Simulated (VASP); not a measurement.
C, 2 atoms in the cell. Symmetry: Fd-3m, No. 227, cubic system. Conventional cell: a = 3.567 Å, b = 3.567 Å, c = 3.567 Å, α = 90.00°, β = 90.00°, γ = 90.00°. C (site symmetry -43m) is surrounded by 4 C at 1.54 Å. This isn't the form of C at room conditions, which is graphite.

```yaml
Program: VASP 6.6.1
Task: relaxation of cell and atoms
Functional: PBE
Dispersion: D3(BJ)
Potentials_or_basis: VASP PAW PBE potentials, release 64 (C)
Cutoff: 600 eV
k_mesh: 12 × 12 × 12
Occupations: gaussian, width 0.02 eV
Spin: no spin polarisation
Ladder: gaps
Further_INCAR_settings: ALGO = Normal; EDIFF = 1e-07; IBRION = 2; EDIFFG = -0.01; NSW = 40; ISIF = 3
```

Potentials or basis: VASP PAW PBE potentials, release 64 (C).

The run is started by

```bash
$ cat potpaw_PBE.64/C/POTCAR > POTCAR
$ mpirun -np 1 vasp_std > vasp.out
```

Hardware: 1 thread of AMD EPYC 9R45 96-Core Processor (Zen 5), on a shared host.

Task: Estimate the wall time of this run.

Result: It took 9 s on 1 thread of AMD EPYC 9R45 96-Core Processor (Zen 5) (shared host), peak memory 0.1 GiB. Counts: scf iterations 24, k points 72, ion steps 3.
